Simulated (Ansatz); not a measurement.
# Hf2S: how settings move the results

The task here is to estimate one member of a computed series from the others.

Method: DFT r2SCAN, scalar-relativistic, plane waves, PAW, in Ansatz 0.2.0.

3 further runs of the same task are left out: 3 for a known fault of the program. Runs told in other sessions of the task aren't counted.

### The starting structure

Symmetry: P6_3/mmc, No. 194, hexagonal system. Conventional cell: a = 3.374 Å, b = 3.374 Å, c = 11.717 Å, α = 90.00°, β = 90.00°, γ = 120.00°. Hf (site symmetry 3m) is surrounded by 3 S at 2.62 Å. S (site symmetry -6m2) has 6 Hf at 2.62 Å in its first shell of neighbours.

Coordinates:

```
CELL_PARAMETERS angstrom
3.37427 0.00000 0.00000
-1.68714 2.92221 0.00000
0.00000 0.00000 11.71741
ATOMIC_POSITIONS crystal
Hf 0.66667 0.33333 0.89981
Hf 0.33333 0.66667 0.39981
Hf 0.66667 0.33333 0.60019
Hf 0.33333 0.66667 0.10019
S 0.00000 0.00000 0.75000
S 0.00000 0.00000 0.25000
```

The structure comes from the Materials Project (structure only); it is used as listed.

The first run:

input.yaml reads:

```yaml
crystal:
  lattice:
    - [3.3742737662, 0.0, 0.0]
    - [-1.6871368831, 2.9222068008, 0.0]
    - [0.0, 0.0, 11.71740703]
  atoms:
    - { symbol: Hf, position: [0.66666667, 0.33333333, 0.89981164] }
    - { symbol: Hf, position: [0.33333333, 0.66666667, 0.39981164] }
    - { symbol: Hf, position: [0.66666667, 0.33333333, 0.60018836] }
    - { symbol: Hf, position: [0.33333333, 0.66666667, 0.10018836] }
    - { symbol: S, position: [0.0, 0.0, 0.75] }
    - { symbol: S, position: [0.0, 0.0, 0.25] }
basis:
  ecutwfc: 500
kpoints:
  mp_grid: { grid: [6, 6, 2] }
hamiltonian:
  xc: r2scan
scf:
  occupations: { method: gaussian, width: 0.1 }
output:
  forces: true
  stress: true
  eigenvalues: true
```

The run is started by

```bash
ansatz run input.yaml --threads 1 --pin off --max-ram 2560MiB --backend cpu --events-out ev --progress --plain --runs-dir out
```

Steps of the session up to this table: Probe: one point at the start; Base run on a denser mesh; Plane-wave cutoff set to 150 eV; Plane-wave cutoff: 200 eV; Plane-wave cutoff set to 250 eV; Plane-wave cutoff set to 300 eV; Plane-wave cutoff set to 350 eV; Plane-wave cutoff: 380 eV; Plane-wave cutoff set to 460 eV; Plane-wave cutoff set to 520 eV; Plane-wave cutoff set to 600 eV; Plane-wave cutoff set to 700 eV; Plane-wave cutoff: 850 eV.

One of the session's tables, all rows but one given; the rest of the session is left out.

| cutoff (eV) | ΔE (meV/atom) | pressure (GPa) | largest change of a force component (eV/Å) |
| --- | --- | --- | --- |
| 150 | 23907 | -2.52 | 2.699 |
| 200 | 4195 | -0.58 | 0.089 |
| 250 | 746 | -0.01 | 0.098 |
| 300 | 82.8 | 0.81 | 0.042 |
| 350 | 6.97 | 0.94 | 0.009 |
| 380 | 3.01 | 0.90 | 0.004 |
| 460 | 1.64 | 0.89 | 0.001 |
| 500 | 1.32 | 0.89 | 0.000 |
| 520 | ? | ? | ? |
| 600 | 0.83 | 0.89 | 0.000 |
| 700 | 0.46 | 0.89 | 0.000 |
| 850 | 0.00 | 0.89 | 0.000 |

Q: Estimate the row for cutoff (eV) = 520 from the others.

Worked estimate for «ΔE (meV/atom)». A straight line through the neighbours (500, 1.32) and (600, 0.83) gives 1.32 + (0.83 − 1.32) × (520 − 500) / (600 − 500) = 1.22; a parabola fitted to 4 rows on both sides gives 1.23.

The run gave: ΔE (meV/atom): 1.19; pressure (GPa): 0.89; largest change of a force component (eV/Å): 0.001. In «ΔE (meV/atom)» the line misses by +0.03 and the parabola by +0.04.

Caveats from the session: Warnings in the runs' records: cutoff below recommended.
